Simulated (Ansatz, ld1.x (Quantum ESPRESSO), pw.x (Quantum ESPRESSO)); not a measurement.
**antimony: does the TM potential hold in the solid?**

Sb (Z = 51), norm-conserving Troullier–Martins (Kleinman–Bylander form), made with ld1.x (Quantum ESPRESSO) 7.5 (PBE, scalar-relativistic). Core [Kr] 4d10, reference 5s1.5 5p3.5. Waves: 5s (bound): rc 1.60 bohr; 5p (bound): rc 2.30 bohr; 5d channel at 0.2 Ry: rc 2.20 bohr. Local part: all-electron potential smoothed inside 2.20 bohr (lloc = -1). Core correction: none.

Atomic tests: cutoffs needed: 30 Ry and 70 Ry (the cutoffs (Ry, on a coarse ladder) from which the occupation-weighted sum of valence levels, in a spherical-Bessel basis at the reference potential, stays within 10 and 1 mRy of its value at 400 Ry); ghost test: no extra level below or beside the all-electron valence levels (s, p, d, f tested) (spherical-Bessel basis up to 400 Ry, 20 bohr box); largest excitation error: +40 meV (all-electron minus pseudo) for 5s2 5p0, out of 7 test configurations.

Crystal test: bcc Sb in pw.x 7.5, no spin, 12³ k-points, Fermi–Dirac smearing 0.01 Ry, cutoffs 85/340 Ry. The reference is all-electron LAPW (Ansatz 0.2.0) with the same functional, mesh and smearing; V0 and B0 come from Birch–Murnaghan fits to the pressures at five volumes. Errors are pseudo minus all-electron; Δ is the rms difference of the E(V) curves that follow from these fits, minima aligned, over ±6 % about the mean V0. Mesh and smearing are coarse, so the numbers serve the comparison and aren't converged zero-temperature values; the lattice is a test structure that the element need not adopt.

All-electron: a0 = 3.792 Å (V0 = 27.25 Å³/atom), B0 = 60.7 GPa.

How far does the potential miss the all-electron equation of state?

mean pressure error (GPa): -0.76; a0 (Å): 3.776; a0 error (%): -0.41; B0 error (%): +4.4; Δ (meV/atom): 4.5.

```
V (Å³/atom)  P all-electron (GPa)  P pseudo (GPa)
     25.918                  3.42            2.62
     26.600                  1.55            0.77
     27.282                 -0.06           -0.82
     27.964                 -1.47           -2.21
     28.646                 -2.70           -3.42
```

At the middle volume, how do free energy and pressure move when the wave cutoff is lowered (ecutrho kept at four times it)?

| cutoff (Ry) | shift of F (meV/atom) | shift of P (GPa) |
| --- | --- | --- |
| 38 | +103.1 | +0.10 |
| 51 | +44.8 | -0.86 |
| 68 | +4.3 | +0.15 |

Input at the middle volume:

```
&control
  calculation='scf', prefix='x', pseudo_dir='./', outdir='./tmp', tstress=.true., disk_io='low'
/
&system
  ibrav=0, nat=1, ntyp=1, ecutwfc=85, ecutrho=340, nbnd=9,
  occupations='smearing', smearing='fd', degauss=0.01
/
&electrons
  conv_thr=1e-09, mixing_beta=0.4, electron_maxstep=70
/
ATOMIC_SPECIES
Sb 1.0 Sb.UPF
CELL_PARAMETERS angstrom
  -1.89643839 1.89643839 1.89643839
  1.89643839 -1.89643839 1.89643839
  1.89643839 1.89643839 -1.89643839
ATOMIC_POSITIONS crystal
Sb 0.0000 0.0000 0.0000
K_POINTS automatic
12 12 12 0 0 0
```

```bash
pw.x < Sb.scf.in > Sb.scf.out
```

Lines of the output:

```
Message from routine setup:
     using ibrav=0 with symmetry is DISCOURAGED, use correct ibrav instead
     lattice parameter (alat)  =       6.2072  a.u.
     unit-cell volume          =     184.1081 (a.u.)^3
     number of electrons       =         5.00
     number of Kohn-Sham states=            9
     kinetic-energy cutoff     =      85.0000  Ry
     charge density cutoff     =     340.0000  Ry
     scf convergence threshold =      1.0E-09
     Exchange-correlation= PBE
     number of k points=    72  Fermi-Dirac smearing, width (Ry)=  0.0100
     iteration #  1     ecut=    85.00 Ry     beta= 0.40
     c_bands:  5 eigenvalues not converged
     c_bands:  1 eigenvalues not converged
     c_bands:  1 eigenvalues not converged
     c_bands:  1 eigenvalues not converged
     c_bands:  2 eigenvalues not converged
     c_bands:  1 eigenvalues not converged
     c_bands:  1 eigenvalues not converged
     c_bands:  1 eigenvalues not converged
     [... 2 repeated lines left out ...]
     total energy              =     -11.08124131 Ry
     estimated scf accuracy    <       0.00049754 Ry
     iteration #  2     ecut=    85.00 Ry     beta= 0.40
     total energy              =     -11.08136257 Ry
     estimated scf accuracy    <       0.00017627 Ry
     iteration #  3     ecut=    85.00 Ry     beta= 0.40
     total energy              =     -11.08138246 Ry
     estimated scf accuracy    <       0.00000220 Ry
     iteration #  4     ecut=    85.00 Ry     beta= 0.40
     total energy              =     -11.08138420 Ry
     estimated scf accuracy    <       0.00000006 Ry
     iteration #  5     ecut=    85.00 Ry     beta= 0.40
     total energy              =     -11.08138427 Ry
     estimated scf accuracy    <       0.00000003 Ry
     iteration #  6     ecut=    85.00 Ry     beta= 0.40
     total energy              =     -11.08138431 Ry
     estimated scf accuracy    <          3.8E-09 Ry
     iteration #  7     ecut=    85.00 Ry     beta= 0.40
     the Fermi energy is     7.7949 ev
!    total energy              =     -11.08138431 Ry
     estimated scf accuracy    <          6.7E-11 Ry
     smearing contrib. (-TS)   =      -0.00236990 Ry
     The total energy is F=E-TS. E is the sum of the following terms:
     one-electron contribution =       4.22762240 Ry
     hartree contribution      =       0.16182738 Ry
     xc contribution           =      -2.77493683 Ry
     ewald contribution        =     -12.69352736 Ry
     convergence has been achieved in   7 iterations
          total   stress  (Ry/bohr**3)                   (kbar)     P=       -8.25
```

The run at the middle volume (72 k-points, 7 iterations) took about 20 s on one core of a shared host (Neoverse-V2, 96 threads, 742 GiB, load 29).
